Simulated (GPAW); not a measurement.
Crystal: TiO2.

```
Ti O
1.0
     4.59984    0.00000    0.00000
     0.00000    4.59984    0.00000
     0.00000    0.00000    2.95921
Ti O
2 4
Direct
  0.00000 0.00000 0.50000
  0.50000 0.50000 0.00000
  0.30432 0.30432 0.50000
  0.19568 0.80432 0.00000
  0.80432 0.19568 0.00000
  0.69568 0.69568 0.50000
```

The cell is a database's computed one.

Base run:

```yaml
Program: GPAW 26.7.0
Functional: PBE
Potentials_or_basis: GPAW PAW data sets (gpaw-data 1.2.1)
Cutoff: 800 eV
Basis: pw
k_mesh: 4 × 4 × 7
Occupations: fermi-dirac, width 0.05 eV
Spin: no spin polarisation
Hubbard_terms: Ti d U = 1 eV
```

Its results: band gap on the k mesh 2.02 eV, direct; pressure 6.4 GPa; largest force 0.042 eV/Å.

**Question.** The run is repeated on the same cell with these changes: hubbard terms from Ti d U = 1 eV to Ti d U = 2 eV. What comes out?

**Answer.** Band gap on the k mesh 2.18 eV, direct; pressure 7.5 GPa; largest force 0.056 eV/Å.
